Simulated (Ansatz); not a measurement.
**Relaxing Si₂W**

These are results of DFT PBE, scalar-relativistic, plane waves, PAW (Ansatz 0.2.0), not measurements. Settings: 420 eV cutoff, 18×18×18 k-mesh, Gaussian smearing of 0.10 eV, no spin polarisation.

What was changed: relaxed at -1 GPa.

Spin–orbit coupling is left out, which can shift energies with elements as heavy as these.

Command:

```bash
ansatz run input.yaml --threads 1 --pin off --max-ram 2560MiB --backend cpu --events-out ev --progress --plain --runs-dir out
```

Input:

```yaml
crystal:
  lattice:
    - [-1.6199252958, 1.6199252958, 3.946637311]
    - [1.6199252958, -1.6199252958, 3.946637311]
    - [1.6199252958, 1.6199252958, -3.946637311]
  atoms:
    - { symbol: Si, position: [0.3345744059, 0.3345744059, 0.0] }
    - { symbol: Si, position: [0.6654255941, 0.6654255941, 0.0] }
    - { symbol: W, position: [0.0, 0.0, 0.0] }
basis:
  ecutwfc: 420
kpoints:
  mp_grid: { grid: [18, 18, 18] }
hamiltonian:
  xc: pbe
scf:
  occupations: { method: gaussian, width: 0.1 }
output:
  forces: true
  stress: true
  eigenvalues: true
relax:
  adjacent_minimum: "off"
  f_tol: 0.008
  max_steps: 50
  cell: { stress_tol: 0.08, p_target: -1.0 }
```

F is the free energy. Steps run on the plane waves of an earlier cell, but the last one, and at times one on the way, on a freshly chosen basis, so a repeated geometry can differ a little in energy. The relaxation lowers the enthalpy F + PV at the target pressure, so F itself can rise.

Steps:

```
step F − F(1) (eV) largest force component (eV/Å) V (Å³/atom) P (GPa)
   1         0.0000                           0.025       13.809    -2.15
   2        -0.0027                           0.013       13.704    -0.50
   3        -0.0022                           0.002       13.736    -1.01
   4        -0.0022                           0.002       13.736    -1.01
```

Relaxed structure:

```yaml
crystal:
  lattice:
    - [-1.61728, 1.61728, 3.93880]
    - [1.61728, -1.61728, 3.93880]
    - [1.61728, 1.61728, -3.93880]
  atoms:
    - { symbol: Si, position: [0.33466, 0.33466, 0.00000] }
    - { symbol: Si, position: [0.66534, 0.66534, 0.00000] }
    - { symbol: W, position: [0.00000, 0.00000, 0.00000] }
```

It takes space group I4/mmm (No. 139, tetragonal). The conventional cell has a = 3.235 Å, b = 3.235 Å, c = 7.878 Å, α = 90.00°, β = 90.00°, γ = 90.00°. Si (site symmetry 4mm) has 5 Si at 2.61 to 2.65 Å and 5 W at 2.63 to 2.64 Å as nearest neighbours. Around W (site symmetry 4/mmm) lie 10 Si at 2.63 to 2.64 Å.

The run converged. Time: 39 s on 1 thread of Intel(R) Xeon(R) 6975P-C (Granite Rapids), on a shared host, peak memory 0.64 GiB.